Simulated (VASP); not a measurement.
# H: relaxation of cell and atoms with PBE

Crystal: H.

```
H
1.0
     2.64964    0.00000    0.00000
     0.00000    2.64964    0.00000
     0.00000    0.00000    0.98049
H
1
Direct
  0.00000 0.00000 0.50000
```

- Program: VASP 6.6.1
- Task: relaxation of cell and atoms
- Functional: PBE
- Potentials or basis: VASP PAW PBE potentials, release 64 (H_GW)
- Cutoff: 900 eV
- k mesh: 10 × 10 × 26
- Occupations: fermi-dirac, width 0.05 eV
- Spin: no spin polarisation
- Further INCAR settings: ALGO = Fast; EDIFF = 1e-07; IBRION = 2; EDIFFG = -0.005; NSW = 60; ISIF = 3

```
Relaxed volume                         : 9.92 Å³/atom
Relaxed cell                           : a = 3.174 Å, b = 3.174 Å, c = 0.985 Å, α = 90.00°, β = 90.00°, γ = 90.00°
Space group after relaxing (to 0.05 Å) : P4/mmm (No. 123)
Energy gained by relaxing              : 16.9 meV/atom
Ionic steps                            : 10
Pressure after relaxing                : 0.0 GPa
Band gap on the k mesh                 : none (metal or under the smearing width)
```

The path:
| step | energy change (eV) | largest force (eV/Å) | pressure (GPa) | volume (Å³) |
| --- | --- | --- | --- | --- |
| 1 | 0.0000 | 0.0000 | 1.81 | 6.88 |
| 2 | -0.0012 | 0.0000 | 1.69 | 6.96 |
| 3 | -0.0044 | 0.0000 | 1.34 | 7.20 |
| 4 | -0.0093 | 0.0000 | 0.76 | 7.68 |
| 5 | -0.0148 | 0.0000 | -0.09 | 8.71 |
| 6 | -0.0147 | 0.0000 | -1.10 | 10.96 |
| 7 | -0.0162 | 0.0000 | -0.71 | 9.89 |
| 8 | -0.0112 | 0.0000 | 2.04 | 10.01 |
| 9 | -0.0169 | 0.0000 | -0.03 | 9.92 |
| 10 | -0.0169 | 0.0000 | -0.01 | 9.92 |

Final structure:
```
H
1.0
     3.17380    0.00000    0.00000
     0.00000    3.17380    0.00000
     0.00000    0.00000    0.98508
H
1
Direct
  0.00000 0.00000 0.50000
```

Levels at points of the mesh, in eV from the Fermi level:
```csv
k point,band 1,band 2,band 3
"(0.00, 0.00, 0.00)",-10.15,6.43,11.22
"(0.50, 0.00, 0.00)",-9.60,2.72,11.40
"(0.50, 0.50, 0.00)",-9.15,5.21,5.21
"(0.00, 0.00, 0.50)",24.29,32.18,43.89
"(0.50, 0.00, 0.50)",24.56,33.24,41.35
"(0.50, 0.50, 0.50)",24.79,34.09,43.78
```

Run time: 35 s on 1 thread of AMD EPYC 9R45 96-Core Processor (Zen 5), on a shared host, peak memory 0.12 GiB.

Caveat: the volume moved by over 15 % at a fixed basis, so the end points are rough.
